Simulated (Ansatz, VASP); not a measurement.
**Hg: VASP beside Ansatz**

```
Hg
1.0
     2.07840    1.19996    1.97474
    -2.07840    1.19996    1.97474
     0.00000   -2.39993    1.97474
Hg
1
Direct
  0.00000 0.00000 0.00000
```

Alike in both runs: task single point; functional PBE; k mesh 6 × 6 × 6; occupations fermi-dirac, width 0.1 eV; no spin polarisation.

```csv
,VASP,Ansatz
version,VASP 6.6.1,Ansatz 0.2.0
potentials or method,"VASP PAW PBE potentials, release 64 (Hg)","plane waves (420 eV) with PAW, scalar-relativistic"
plane-wave cutoff (eV),520,420
valence electrons in the cell,12,20
```

VASP gave:

- pressure (GPa): -1.0
- largest component of the traceless stress (GPa): 0.09

Question: What did Ansatz give for the same quantities?

Answer: Pressure (GPa): -1.2; largest component of the traceless stress (GPa): 0.04.

The two sets of potentials don't hold the same shells in valence.

The runs have no spin-orbit coupling, so splittings on Hg are missing.
